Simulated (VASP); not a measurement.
# CaSe: band structure with PBEsol

**Experimental background.**

A printed reference work, monograph, original work of 1988 reports, for a bulk crystal of CaSe at 2 K: band gap 3.85 eV (indirect).

CaSe:

```
Se Ca
1.0
     0.00000    2.95600    2.95600
     2.95600    0.00000    2.95600
     2.95600    2.95600    0.00000
Se Ca
1 1
Direct
  0.50000 0.50000 0.50000
  0.00000 0.00000 0.00000
```

```yaml
Program: VASP 6.6.1
Task: band structure
Functional: PBEsol
Potentials_or_basis: VASP PAW PBE potentials, release 64 (Se, Ca_sv)
Cutoff: 520 eV
k_mesh: 8 × 8 × 8
Occupations: gaussian, width 0.02 eV
Spin: no spin polarisation
Ladder: gaps
Further_INCAR_settings: ALGO = Normal; EDIFF = 1e-06
```

```yaml
Band_gap_on_the_k_mesh: 1.92 eV, indirect (least direct gap 2.87 eV)
Band_gap_along_the_path: 1.92 eV, indirect (least direct gap 2.87 eV)
```

Levels at the corners of the path, in eV from the valence-band top:
```
point  band 6  band 7  band 8  band 9  band 10  band 11
    Γ    0.00    0.00    0.00    3.19     3.65     3.65
    X   -2.56   -0.95   -0.95    1.92     4.94     5.04
    X   -2.56   -0.95   -0.95    1.92     4.94     5.04
    W   -2.02   -2.02   -1.70    4.35     4.35     5.20
    W   -2.02   -2.02   -1.70    4.35     4.35     5.20
    K   -2.30   -2.09   -1.13    3.19     5.68     5.71
    K   -2.30   -2.09   -1.13    3.19     5.65     5.71
    Γ    0.00    0.00    0.00    3.19     3.65     3.65
    Γ    0.00    0.00    0.00    3.19     3.65     3.65
    L   -3.34   -1.22   -1.22    4.38     5.45     5.49
    L   -3.34   -1.22   -1.22    4.38     5.45     5.49
    U   -2.30   -2.09   -1.13    3.19     5.65     5.71
    U   -2.30   -2.09   -1.13    3.19     5.66     5.71
    W   -2.02   -2.02   -1.70    4.35     4.35     5.20
    W   -2.02   -2.02   -1.70    4.35     4.35     5.20
    L   -3.34   -1.22   -1.22    4.38     5.45     5.49
    L   -3.34   -1.22   -1.22    4.38     5.45     5.49
    K   -2.30   -2.09   -1.13    3.19     5.68     5.71
    U   -2.30   -2.09   -1.13    3.19     5.65     5.71
    X   -2.56   -0.95   -0.95    1.92     4.94     5.04
```

It took 53 s on 1 thread of Intel(R) Xeon(R) Platinum 8488C (Sapphire Rapids), with other jobs on the host, peak memory 0.25 GiB.

Against the measured gap of CaSe, 3.85 eV (indirect; 2 K; a printed reference work, monograph, original work of 1988), the calculated 1.92 eV is off by -1.93 eV. So large a miss can be the level of theory's own, or it may mean another phase, state or a wrong row. Spin-orbit coupling on Se is left out. The value is that of PBEsol, without temperature or zero-point motion. Semilocal functionals fall short of measured gaps as a rule.

Caveat: the log is that of the step along the path at fixed density, whose energy, stress, charges and moments have no meaning.
